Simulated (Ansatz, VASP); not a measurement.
**Hf in VASP and in Ansatz**

Contents of INCAR:

```
SYSTEM = Hf
  PREC = Accurate
  ENCUT = 600
  EDIFF = 1E-6
  ISMEAR = 0
  SIGMA = 0.1
  LREAL = .FALSE.
  LASPH = .TRUE.
  NELM = 60
  ALGO = Normal
  ISIF = 3
  LWAVE = .FALSE.
  LCHARG = .FALSE.
  GGA = CA
  IBRION = 2
  NSW = 100
  EDIFFG = -0.005
```

Contents of KPOINTS:

```
regular mesh
0
G
  16 16 16
  0 0 0
```

POSCAR

```
Hf
1.0
    0.0000000000      2.2200000000      2.2200000000
    2.2200000000      0.0000000000      2.2200000000
    2.2200000000      2.2200000000      0.0000000000
Hf
1
Direct
    0.0000000000      0.0000000000      0.0000000000
```

Input for Ansatz:

```yaml
crystal:
  lattice:
    - [0.0, 2.22, 2.22]
    - [2.22, 0.0, 2.22]
    - [2.22, 2.22, 0.0]
  atoms:
    - { symbol: Hf, position: [0.0, 0.0, 0.0] }
basis:
  ecutwfc: 500
kpoints:
  mp_grid: { grid: [16, 16, 16] }
hamiltonian:
  xc: lda
scf:
  occupations: { method: gaussian, width: 0.1 }
output:
  forces: true
  eigenvalues: true
  stress: true
relax:
  adjacent_minimum: "off"
  f_tol: 0.005
  max_steps: 80
  cell: { stress_tol: 0.05 }
```

This isn't the form of Hf at room conditions, which is hcp.

Alike in both runs: task relaxation of cell and atoms; functional LDA; k mesh 16 × 16 × 16; occupations gaussian, width 0.1 eV; no spin polarisation.

|  | VASP | Ansatz |
| --- | --- | --- |
| version | VASP 6.6.1 | Ansatz 0.2.0 |
| potentials or method | VASP PAW LDA potentials, release 64 (Hf_pv) | scalar-relativistic, plane waves, PAW |
| plane-wave cutoff (eV) | 600 | 500 |
| valence electrons in the cell | 10 | 26 |

```csv
,VASP,Ansatz,Ansatz less VASP
"gap on the k mesh at the Fermi level, each at its own relaxed structure (eV)",none,none,-
relaxed volume (Å³/atom),20.74,20.72,-0.017
relaxed cell length with the largest relative difference (Å),3.084,3.083,-0.0008
energy change over the relaxation (meV/atom),-22,-22,-0.1
```

A gap of «none» marks a metal or a gap that the smearing closes. The two sets of potentials don't hold the same shells in valence.

The runs have no spin-orbit coupling, so splittings on Hf are missing. Zero-point motion and thermal expansion aren't in these numbers. LDA usually gives volumes a few per cent too small.
